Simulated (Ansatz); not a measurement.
# Ge: the cost of one run

Program: Ansatz 0.2.0. Level of theory: DFT PBE, scalar-relativistic, plane waves, PAW. These are calculated values, not measurements.

## 1. The starting structure

The structure is tetragonal, space group P4_32_12 (No. 96). The conventional cell has a = 5.930 Å, b = 5.930 Å, c = 6.980 Å, α = 90.00°, β = 90.00°, γ = 90.00°. Ge (site symmetry 2) has 4 Ge at 2.44 to 2.55 Å in its first shell of neighbours. Around Ge (site symmetry 1) lie 4 Ge at 2.44 to 2.55 Å.

As a file:

```
Ge
1.0
    -5.93000    5.93000    6.98000
     5.93000   -5.93000    6.98000
     5.93000    5.93000   -6.98000
Ge
48
Direct
  0.03750 0.03750 0.07500
  0.53750 0.53750 0.07500
  0.53750 0.03750 0.57500
  0.03750 0.53750 0.57500
  0.66250 0.08750 0.00000
  0.16250 0.58750 0.00000
  0.16250 0.08750 0.50000
  0.66250 0.58750 0.50000
  0.71250 0.21250 0.42500
  0.21250 0.71250 0.42500
  0.21250 0.21250 0.92500
  0.71250 0.71250 0.92500
  0.83750 0.41250 0.00000
  0.33750 0.91250 0.00000
  0.33750 0.41250 0.50000
  0.83750 0.91250 0.50000
  0.31250 0.20835 0.27085
  0.81250 0.70835 0.27085
  0.81250 0.20835 0.77085
  0.31250 0.70835 0.77085
  0.33335 0.06250 0.39585
  0.83335 0.56250 0.39585
  0.83335 0.06250 0.89585
  0.33335 0.56250 0.89585
  0.68750 0.29165 0.22915
  0.18750 0.79165 0.22915
  0.18750 0.29165 0.72915
  0.68750 0.79165 0.72915
  0.41665 0.18750 0.10415
  0.91665 0.68750 0.10415
  0.91665 0.18750 0.60415
  0.41665 0.68750 0.60415
  0.06250 0.33335 0.39585
  0.56250 0.83335 0.39585
  0.56250 0.33335 0.89585
  0.06250 0.83335 0.89585
  0.04165 0.43750 0.22915
  0.54165 0.93750 0.22915
  0.54165 0.43750 0.72915
  0.04165 0.93750 0.72915
  0.18750 0.41665 0.10415
  0.68750 0.91665 0.10415
  0.68750 0.41665 0.60415
  0.18750 0.91665 0.60415
  0.95835 0.06250 0.27085
  0.45835 0.56250 0.27085
  0.45835 0.06250 0.77085
  0.95835 0.56250 0.77085
```

The runs take a perfect supercell of 48 atoms; the defect goes to fractional position (0.833, 0.000, 0.333).

## 2. The perfect supercell

input.yaml

```yaml
crystal:
  lattice:
    - [-5.93, 5.93, 6.98]
    - [5.93, -5.93, 6.98]
    - [5.93, 5.93, -6.98]
  atoms:
    - { symbol: Ge, position: [0.0375, 0.0375, 0.075] }
    - { symbol: Ge, position: [0.5375, 0.5375, 0.075] }
    - { symbol: Ge, position: [0.5375, 0.0375, 0.575] }
    - { symbol: Ge, position: [0.0375, 0.5375, 0.575] }
    - { symbol: Ge, position: [0.6625, 0.0875, 0.0] }
    - { symbol: Ge, position: [0.1625, 0.5875, 0.0] }
    - { symbol: Ge, position: [0.1625, 0.0875, 0.5] }
    - { symbol: Ge, position: [0.6625, 0.5875, 0.5] }
    - { symbol: Ge, position: [0.7125, 0.2125, 0.425] }
    - { symbol: Ge, position: [0.2125, 0.7125, 0.425] }
    - { symbol: Ge, position: [0.2125, 0.2125, 0.925] }
    - { symbol: Ge, position: [0.7125, 0.7125, 0.925] }
    - { symbol: Ge, position: [0.8375, 0.4125, 0.0] }
    - { symbol: Ge, position: [0.3375, 0.9125, 0.0] }
    - { symbol: Ge, position: [0.3375, 0.4125, 0.5] }
    - { symbol: Ge, position: [0.8375, 0.9125, 0.5] }
    - { symbol: Ge, position: [0.3125, 0.20835, 0.27085] }
    - { symbol: Ge, position: [0.8125, 0.70835, 0.27085] }
    - { symbol: Ge, position: [0.8125, 0.20835, 0.77085] }
    - { symbol: Ge, position: [0.3125, 0.70835, 0.77085] }
    - { symbol: Ge, position: [0.33335, 0.0625, 0.39585] }
    - { symbol: Ge, position: [0.83335, 0.5625, 0.39585] }
    - { symbol: Ge, position: [0.83335, 0.0625, 0.89585] }
    - { symbol: Ge, position: [0.33335, 0.5625, 0.89585] }
    - { symbol: Ge, position: [0.6875, 0.29165, 0.22915] }
    - { symbol: Ge, position: [0.1875, 0.79165, 0.22915] }
    - { symbol: Ge, position: [0.1875, 0.29165, 0.72915] }
    - { symbol: Ge, position: [0.6875, 0.79165, 0.72915] }
    - { symbol: Ge, position: [0.41665, 0.1875, 0.10415] }
    - { symbol: Ge, position: [0.91665, 0.6875, 0.10415] }
    - { symbol: Ge, position: [0.91665, 0.1875, 0.60415] }
    - { symbol: Ge, position: [0.41665, 0.6875, 0.60415] }
    - { symbol: Ge, position: [0.0625, 0.33335, 0.39585] }
    - { symbol: Ge, position: [0.5625, 0.83335, 0.39585] }
    - { symbol: Ge, position: [0.5625, 0.33335, 0.89585] }
    - { symbol: Ge, position: [0.0625, 0.83335, 0.89585] }
    - { symbol: Ge, position: [0.04165, 0.4375, 0.22915] }
    - { symbol: Ge, position: [0.54165, 0.9375, 0.22915] }
    - { symbol: Ge, position: [0.54165, 0.4375, 0.72915] }
    - { symbol: Ge, position: [0.04165, 0.9375, 0.72915] }
    - { symbol: Ge, position: [0.1875, 0.41665, 0.10415] }
    - { symbol: Ge, position: [0.6875, 0.91665, 0.10415] }
    - { symbol: Ge, position: [0.6875, 0.41665, 0.60415] }
    - { symbol: Ge, position: [0.1875, 0.91665, 0.60415] }
    - { symbol: Ge, position: [0.95835, 0.0625, 0.27085] }
    - { symbol: Ge, position: [0.45835, 0.5625, 0.27085] }
    - { symbol: Ge, position: [0.45835, 0.0625, 0.77085] }
    - { symbol: Ge, position: [0.95835, 0.5625, 0.77085] }
basis:
  ecutwfc: 420
  fft_grid_basis: typed
kpoints:
  mp_grid: { grid: [2, 2, 2] }
hamiltonian:
  xc: pbe
  pseudopotentials: { kind: paw }
scf:
  occupations: { method: gaussian, width: 0.05 }
output:
  forces: true
  stress: false
  eigenvalues: true
  bader: false
  write_density: true
  volumetric_format: npy
```

Launch:

```
ansatz run input.yaml --threads 8 --pin off --max-ram 16384MiB --backend cpu --events-out ev --progress --plain --runs-dir out
```

What time and memory should one allow on 8 threads of AMD EPYC 9R45 (Zen 5), shared host?

About 7.8 s, with a peak of 6.7 GiB.
